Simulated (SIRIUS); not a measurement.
# TaN (Fm-3m) in SIRIUS: notebook, part 2 of 4

SIRIUS 7.12.0. The steps go on from the part before.

## 3. Equation of state, PBEsol, 10.38 Å³/atom (volume scaled by 0.96)

Input file sirius.json:

```json
{
  "control": {
    "processing_unit": "cpu",
    "std_evp_solver_name": "lapack",
    "gen_evp_solver_name": "lapack",
    "verbosity": 2,
    "print_forces": false,
    "ortho_rf": true,
    "use_second_variation": true,
    "rmt_max": 3.0,
    "num_bands_to_print": 24,
    "save_wf": true
  },
  "parameters": {
    "electronic_structure_method": "full_potential_lapwlo",
    "xc_functionals": ["XC_GGA_X_PBE_SOL", "XC_GGA_C_PBE_SOL"],
    "core_relativity": "dirac",
    "valence_relativity": "iora",
    "num_fv_states": 25,
    "smearing": "fermi_dirac",
    "smearing_width": 0.0018374661,
    "pw_cutoff": 24,
    "gk_cutoff": 4.64,
    "lmax_apw": 13,
    "lmax_rho": 8,
    "lmax_pot": 8,
    "num_mag_dims": 0,
    "auto_rmt": 0,
    "ngridk": [10, 10, 10],
    "shiftk": [0, 0, 0],
    "num_dft_iter": 80,
    "energy_tol": 1e-07,
    "density_tol": 1e-05,
    "use_symmetry": true
  },
  "settings": {"tol_ne": 1e-10},
  "iterative_solver": {"type": "exact"},
  "mixer": {"type": "anderson", "beta": 0.5, "max_history": 8},
  "unit_cell": {
    "lattice_vectors": [[0.0, 4.1223177192, 4.1223177192], [4.1223177192, 0.0, 4.1223177192], [4.1223177192, 4.1223177192, 0.0]],
    "atom_types": ["N", "Ta"],
    "atom_files": {"N": "N.json", "Ta": "Ta.json"},
    "atoms": {"N": [[0.0, 0.0, 0.0]], "Ta": [[0.5, 0.5, 0.5]]}
  }
}
```

Input file N.json:

```json
{
  "name": "nitrogen",
  "symbol": "N",
  "number": 7,
  "mass": 14.0067,
  "rmin": 1e-06,
  "rmt": 1.51,
  "nrmt": 800,
  "rinf": 13.03,
  "core": "1s",
  "valence": [
    {"basis": [{"enu": 0.38, "dme": 0, "n": 0, "auto": 0}, {"enu": 0.38, "dme": 1, "n": 0, "auto": 0}]},
    {"l": 0, "n": 1, "basis": [{"enu": 0.3247, "dme": 0, "n": 0, "auto": 0}]},
    {"l": 1, "n": 2, "basis": [{"enu": 0.48, "dme": 0, "n": 0, "auto": 0}]},
    {"l": 2, "n": 3, "basis": [{"enu": 0.48, "dme": 0, "n": 0, "auto": 0}]},
    {"l": 3, "n": 4, "basis": [{"enu": 0.48, "dme": 0, "n": 0, "auto": 0}]}
  ],
  "lo": [
    {
      "l": 0,
      "basis": [{"enu": 0.3247, "dme": 0, "n": 0, "auto": 0}, {"enu": 0.3247, "dme": 1, "n": 0, "auto": 0}]
    },
    {
      "l": 0,
      "basis": [{"enu": 0.3247, "dme": 1, "n": 0, "auto": 0}, {"enu": 0.3247, "dme": 2, "n": 0, "auto": 0}]
    },
    {
      "l": 0,
      "basis": [{"enu": 0.3247, "dme": 0, "n": 0, "auto": 0}, {"enu": 5.5877, "dme": 0, "n": 0, "auto": 0}]
    },
    {"l": 1, "basis": [{"enu": 0.48, "dme": 0, "n": 0, "auto": 0}, {"enu": 0.48, "dme": 1, "n": 0, "auto": 0}]},
    {"l": 1, "basis": [{"enu": 0.48, "dme": 1, "n": 0, "auto": 0}, {"enu": 0.48, "dme": 2, "n": 0, "auto": 0}]},
    {"l": 1, "basis": [{"enu": 0.48, "dme": 0, "n": 0, "auto": 0}, {"enu": 6.5324, "dme": 0, "n": 0, "auto": 0}]},
    {"l": 2, "basis": [{"enu": 0.48, "dme": 0, "n": 0, "auto": 0}, {"enu": 0.48, "dme": 1, "n": 0, "auto": 0}]},
    {"l": 2, "basis": [{"enu": 0.48, "dme": 1, "n": 0, "auto": 0}, {"enu": 0.48, "dme": 2, "n": 0, "auto": 0}]},
    {"l": 2, "basis": [{"enu": 0.48, "dme": 0, "n": 0, "auto": 0}, {"enu": 7.3218, "dme": 0, "n": 0, "auto": 0}]},
    {"l": 3, "basis": [{"enu": 0.48, "dme": 0, "n": 0, "auto": 0}, {"enu": 0.48, "dme": 1, "n": 0, "auto": 0}]}
  ],
  "free_atom": [... radial grid and density of the free atom, the start of the SCF ...]
}
```

Input file Ta.json:

```json
{
  "name": "tantalum",
  "symbol": "Ta",
  "number": 73,
  "mass": 180.94788,
  "rmin": 1e-06,
  "rmt": 2.51,
  "nrmt": 800,
  "rinf": 15.8,
  "core": "1s2s2p3s3p3d4s4p4d",
  "valence": [
    {"basis": [{"enu": 0.38, "dme": 0, "n": 0, "auto": 0}, {"enu": 0.38, "dme": 1, "n": 0, "auto": 0}]},
    {"l": 0, "n": 1, "basis": [{"enu": 0.48, "dme": 0, "n": 0, "auto": 0}]},
    {"l": 1, "n": 2, "basis": [{"enu": 0.48, "dme": 0, "n": 0, "auto": 0}]},
    {"l": 2, "n": 3, "basis": [{"enu": 0.48, "dme": 0, "n": 0, "auto": 0}]},
    {"l": 3, "n": 4, "basis": [{"enu": 0.48, "dme": 0, "n": 0, "auto": 0}]},
    {"l": 4, "n": 5, "basis": [{"enu": 0.48, "dme": 0, "n": 0, "auto": 0}]}
  ],
  "lo": [
    {"l": 0, "basis": [{"enu": 0.48, "dme": 0, "n": 0, "auto": 0}, {"enu": 0.48, "dme": 1, "n": 0, "auto": 0}]},
    {
      "l": 0,
      "basis": [{"enu": -2.0572, "dme": 0, "n": 5, "auto": 1}, {"enu": -2.0572, "dme": 1, "n": 5, "auto": 1}]
    },
    {
      "l": 0,
      "basis": [{"enu": -2.0572, "dme": 1, "n": 5, "auto": 1}, {"enu": 0.48, "dme": 0, "n": 0, "auto": 0}]
    },
    {"l": 0, "basis": [{"enu": 0.48, "dme": 0, "n": 0, "auto": 0}, {"enu": 3.0196, "dme": 0, "n": 0, "auto": 0}]},
    {"l": 1, "basis": [{"enu": 0.48, "dme": 0, "n": 0, "auto": 0}, {"enu": 0.48, "dme": 1, "n": 0, "auto": 0}]},
    {
      "l": 1,
      "basis": [{"enu": -0.8303, "dme": 0, "n": 5, "auto": 1}, {"enu": -0.8303, "dme": 1, "n": 5, "auto": 1}]
    },
    {
      "l": 1,
      "basis": [{"enu": -0.8303, "dme": 1, "n": 5, "auto": 1}, {"enu": 0.48, "dme": 0, "n": 0, "auto": 0}]
    },
    {"l": 1, "basis": [{"enu": 0.48, "dme": 0, "n": 0, "auto": 0}, {"enu": 3.4006, "dme": 0, "n": 0, "auto": 0}]},
    {"l": 2, "basis": [{"enu": 0.48, "dme": 0, "n": 0, "auto": 0}, {"enu": 0.48, "dme": 1, "n": 0, "auto": 0}]},
    {"l": 2, "basis": [{"enu": 0.48, "dme": 1, "n": 0, "auto": 0}, {"enu": 0.48, "dme": 2, "n": 0, "auto": 0}]},
    {"l": 2, "basis": [{"enu": 0.48, "dme": 0, "n": 0, "auto": 0}, {"enu": 2.9562, "dme": 0, "n": 0, "auto": 0}]},
    {"l": 3, "basis": [{"enu": 0.48, "dme": 0, "n": 0, "auto": 0}, {"enu": 0.48, "dme": 1, "n": 0, "auto": 0}]},
    {
      "l": 3,
      "basis": [{"enu": -0.3047, "dme": 0, "n": 4, "auto": 1}, {"enu": -0.3047, "dme": 1, "n": 4, "auto": 1}]
    },
    {
      "l": 3,
      "basis": [{"enu": -0.3047, "dme": 1, "n": 4, "auto": 1}, {"enu": 0.48, "dme": 0, "n": 0, "auto": 0}]
    },
    {"l": 3, "basis": [{"enu": 0.48, "dme": 0, "n": 0, "auto": 0}, {"enu": 4.1625, "dme": 0, "n": 0, "auto": 0}]},
    {"l": 4, "basis": [{"enu": 0.48, "dme": 0, "n": 0, "auto": 0}, {"enu": 0.48, "dme": 1, "n": 0, "auto": 0}]},
    {"l": 4, "basis": [{"enu": 0.48, "dme": 0, "n": 0, "auto": 0}, {"enu": 3.5276, "dme": 0, "n": 0, "auto": 0}]}
  ],
  "free_atom": [... radial grid and density of the free atom, the start of the SCF ...]
}
```

Input file sirius_start.json:

```json
{
  "control": {
    "processing_unit": "cpu",
    "std_evp_solver_name": "lapack",
    "gen_evp_solver_name": "lapack",
    "verbosity": 1,
    "print_forces": false,
    "ortho_rf": true,
    "use_second_variation": true,
    "rmt_max": 3.0,
    "num_bands_to_print": 24,
    "save_wf": false
  },
  "parameters": {
    "electronic_structure_method": "full_potential_lapwlo",
    "xc_functionals": ["XC_LDA_X", "XC_LDA_C_PW"],
    "core_relativity": "dirac",
    "valence_relativity": "iora",
    "num_fv_states": 25,
    "smearing": "fermi_dirac",
    "smearing_width": 0.0055123983,
    "pw_cutoff": 24,
    "gk_cutoff": 3.71,
    "lmax_apw": 13,
    "lmax_rho": 8,
    "lmax_pot": 8,
    "num_mag_dims": 0,
    "auto_rmt": 0,
    "ngridk": [4, 4, 4],
    "shiftk": [0, 0, 0],
    "num_dft_iter": 30,
    "energy_tol": 0.01,
    "density_tol": 0.05,
    "use_symmetry": true
  },
  "settings": {"tol_ne": 1e-10},
  "iterative_solver": {"type": "exact"},
  "mixer": {"type": "anderson", "beta": 0.5, "max_history": 8},
  "unit_cell": {
    "lattice_vectors": [[0.0, 4.1223177192, 4.1223177192], [4.1223177192, 0.0, 4.1223177192], [4.1223177192, 4.1223177192, 0.0]],
    "atom_types": ["N", "Ta"],
    "atom_files": {"N": "N.json", "Ta": "Ta.json"},
    "atoms": {"N": [[0.0, 0.0, 0.0]], "Ta": [[0.5, 0.5, 0.5]]}
  }
}
```

Potentials or basis: all-electron FP-LAPW, apw+lo standard.

Run with:

```
$ OMP_NUM_THREADS=1 sirius.scf --input=sirius_start.json --output=start.json
$ OMP_NUM_THREADS=1 sirius.scf --input=sirius.json --output=output.json --task=1
```

It took 1.8 min on 1 thread of Arm Neoverse V1, shared host; peak memory 0.63 GiB.

The run converged. Its results:

```yaml
Free_energy: -426568.7815 eV
Band_gap_on_the_k_mesh: none (metal or under the smearing width)
All_electrons_inside_the_program's_atomic_spheres: Ta 71.15; N 5.73 (radii N 1.51, Ta 2.51 bohr)
```

## 4. Equation of state, PBEsol, 10.60 Å³/atom (volume scaled by 0.98)

Edit sirius.json of step 3 so:

```diff
@@ -39,3 +39,3 @@
   "unit_cell": {
-    "lattice_vectors": [[0.0, 4.1223177192, 4.1223177192], [4.1223177192, 0.0, 4.1223177192], [4.1223177192, 4.1223177192, 0.0]],
+    "lattice_vectors": [[0.0, 4.1507483951, 4.1507483951], [4.1507483951, 0.0, 4.1507483951], [4.1507483951, 4.1507483951, 0.0]],
     "atom_types": ["N", "Ta"],
```

Input file N.json:

```json
{
  "name": "nitrogen",
  "symbol": "N",
  "number": 7,
  "mass": 14.0067,
  "rmin": 1e-06,
  "rmt": 1.51,
  "nrmt": 800,
  "rinf": 13.03,
  "core": "1s",
  "valence": [
    {"basis": [{"enu": 0.36, "dme": 0, "n": 0, "auto": 0}, {"enu": 0.36, "dme": 1, "n": 0, "auto": 0}]},
    {"l": 0, "n": 1, "basis": [{"enu": 0.3048, "dme": 0, "n": 0, "auto": 0}]},
    {"l": 1, "n": 2, "basis": [{"enu": 0.46, "dme": 0, "n": 0, "auto": 0}]},
    {"l": 2, "n": 3, "basis": [{"enu": 0.46, "dme": 0, "n": 0, "auto": 0}]},
    {"l": 3, "n": 4, "basis": [{"enu": 0.46, "dme": 0, "n": 0, "auto": 0}]}
  ],
  "lo": [
    {
      "l": 0,
      "basis": [{"enu": 0.3048, "dme": 0, "n": 0, "auto": 0}, {"enu": 0.3048, "dme": 1, "n": 0, "auto": 0}]
    },
    {
      "l": 0,
      "basis": [{"enu": 0.3048, "dme": 1, "n": 0, "auto": 0}, {"enu": 0.3048, "dme": 2, "n": 0, "auto": 0}]
    },
    {
      "l": 0,
      "basis": [{"enu": 0.3048, "dme": 0, "n": 0, "auto": 0}, {"enu": 5.5677, "dme": 0, "n": 0, "auto": 0}]
    },
    {"l": 1, "basis": [{"enu": 0.46, "dme": 0, "n": 0, "auto": 0}, {"enu": 0.46, "dme": 1, "n": 0, "auto": 0}]},
    {"l": 1, "basis": [{"enu": 0.46, "dme": 1, "n": 0, "auto": 0}, {"enu": 0.46, "dme": 2, "n": 0, "auto": 0}]},
    {"l": 1, "basis": [{"enu": 0.46, "dme": 0, "n": 0, "auto": 0}, {"enu": 6.5124, "dme": 0, "n": 0, "auto": 0}]},
    {"l": 2, "basis": [{"enu": 0.46, "dme": 0, "n": 0, "auto": 0}, {"enu": 0.46, "dme": 1, "n": 0, "auto": 0}]},
    {"l": 2, "basis": [{"enu": 0.46, "dme": 1, "n": 0, "auto": 0}, {"enu": 0.46, "dme": 2, "n": 0, "auto": 0}]},
    {"l": 2, "basis": [{"enu": 0.46, "dme": 0, "n": 0, "auto": 0}, {"enu": 7.3018, "dme": 0, "n": 0, "auto": 0}]},
    {"l": 3, "basis": [{"enu": 0.46, "dme": 0, "n": 0, "auto": 0}, {"enu": 0.46, "dme": 1, "n": 0, "auto": 0}]}
  ],
  "free_atom": [... radial grid and density of the free atom, the start of the SCF ...]
}
```

Input file Ta.json:

```json
{
  "name": "tantalum",
  "symbol": "Ta",
  "number": 73,
  "mass": 180.94788,
  "rmin": 1e-06,
  "rmt": 2.51,
  "nrmt": 800,
  "rinf": 15.8,
  "core": "1s2s2p3s3p3d4s4p4d",
  "valence": [
    {"basis": [{"enu": 0.36, "dme": 0, "n": 0, "auto": 0}, {"enu": 0.36, "dme": 1, "n": 0, "auto": 0}]},
    {"l": 0, "n": 1, "basis": [{"enu": 0.46, "dme": 0, "n": 0, "auto": 0}]},
    {"l": 1, "n": 2, "basis": [{"enu": 0.46, "dme": 0, "n": 0, "auto": 0}]},
    {"l": 2, "n": 3, "basis": [{"enu": 0.46, "dme": 0, "n": 0, "auto": 0}]},
    {"l": 3, "n": 4, "basis": [{"enu": 0.46, "dme": 0, "n": 0, "auto": 0}]},
    {"l": 4, "n": 5, "basis": [{"enu": 0.46, "dme": 0, "n": 0, "auto": 0}]}
  ],
  "lo": [
    {"l": 0, "basis": [{"enu": 0.46, "dme": 0, "n": 0, "auto": 0}, {"enu": 0.46, "dme": 1, "n": 0, "auto": 0}]},
    {
      "l": 0,
      "basis": [{"enu": -2.0772, "dme": 0, "n": 5, "auto": 1}, {"enu": -2.0772, "dme": 1, "n": 5, "auto": 1}]
    },
    {
      "l": 0,
      "basis": [{"enu": -2.0772, "dme": 1, "n": 5, "auto": 1}, {"enu": 0.46, "dme": 0, "n": 0, "auto": 0}]
    },
    {"l": 0, "basis": [{"enu": 0.46, "dme": 0, "n": 0, "auto": 0}, {"enu": 2.9996, "dme": 0, "n": 0, "auto": 0}]},
    {"l": 1, "basis": [{"enu": 0.46, "dme": 0, "n": 0, "auto": 0}, {"enu": 0.46, "dme": 1, "n": 0, "auto": 0}]},
    {
      "l": 1,
      "basis": [{"enu": -0.8503, "dme": 0, "n": 5, "auto": 1}, {"enu": -0.8503, "dme": 1, "n": 5, "auto": 1}]
    },
    {
      "l": 1,
      "basis": [{"enu": -0.8503, "dme": 1, "n": 5, "auto": 1}, {"enu": 0.46, "dme": 0, "n": 0, "auto": 0}]
    },
    {"l": 1, "basis": [{"enu": 0.46, "dme": 0, "n": 0, "auto": 0}, {"enu": 3.3806, "dme": 0, "n": 0, "auto": 0}]},
    {"l": 2, "basis": [{"enu": 0.46, "dme": 0, "n": 0, "auto": 0}, {"enu": 0.46, "dme": 1, "n": 0, "auto": 0}]},
    {"l": 2, "basis": [{"enu": 0.46, "dme": 1, "n": 0, "auto": 0}, {"enu": 0.46, "dme": 2, "n": 0, "auto": 0}]},
    {"l": 2, "basis": [{"enu": 0.46, "dme": 0, "n": 0, "auto": 0}, {"enu": 2.9362, "dme": 0, "n": 0, "auto": 0}]},
    {"l": 3, "basis": [{"enu": 0.46, "dme": 0, "n": 0, "auto": 0}, {"enu": 0.46, "dme": 1, "n": 0, "auto": 0}]},
    {
      "l": 3,
      "basis": [{"enu": -0.3247, "dme": 0, "n": 4, "auto": 1}, {"enu": -0.3247, "dme": 1, "n": 4, "auto": 1}]
    },
    {
      "l": 3,
      "basis": [{"enu": -0.3247, "dme": 1, "n": 4, "auto": 1}, {"enu": 0.46, "dme": 0, "n": 0, "auto": 0}]
    },
    {"l": 3, "basis": [{"enu": 0.46, "dme": 0, "n": 0, "auto": 0}, {"enu": 4.1425, "dme": 0, "n": 0, "auto": 0}]},
    {"l": 4, "basis": [{"enu": 0.46, "dme": 0, "n": 0, "auto": 0}, {"enu": 0.46, "dme": 1, "n": 0, "auto": 0}]},
    {"l": 4, "basis": [{"enu": 0.46, "dme": 0, "n": 0, "auto": 0}, {"enu": 3.5076, "dme": 0, "n": 0, "auto": 0}]}
  ],
  "free_atom": [... radial grid and density of the free atom, the start of the SCF ...]
}
```

Edit sirius_start.json of step 3 so:

```diff
@@ -39,3 +39,3 @@
   "unit_cell": {
-    "lattice_vectors": [[0.0, 4.1223177192, 4.1223177192], [4.1223177192, 0.0, 4.1223177192], [4.1223177192, 4.1223177192, 0.0]],
+    "lattice_vectors": [[0.0, 4.1507483951, 4.1507483951], [4.1507483951, 0.0, 4.1507483951], [4.1507483951, 4.1507483951, 0.0]],
     "atom_types": ["N", "Ta"],
```

Run with:

```
$ OMP_NUM_THREADS=1 sirius.scf --input=sirius_start.json --output=start.json
$ OMP_NUM_THREADS=1 sirius.scf --input=sirius.json --output=output.json --task=1
```

Run time: 1.8 min. Hardware: 1 thread of Arm Neoverse V1, shared host; peak memory 0.63 GiB.

It converged, with:

```
Free energy                                       : -426568.7799 eV
Band gap on the k mesh                            : none (metal or under the smearing width)
All electrons inside the program's atomic spheres : Ta 71.09; N 5.71 (radii N 1.51, Ta 2.51 bohr)
```

(Part 2 of 4 ends here.)
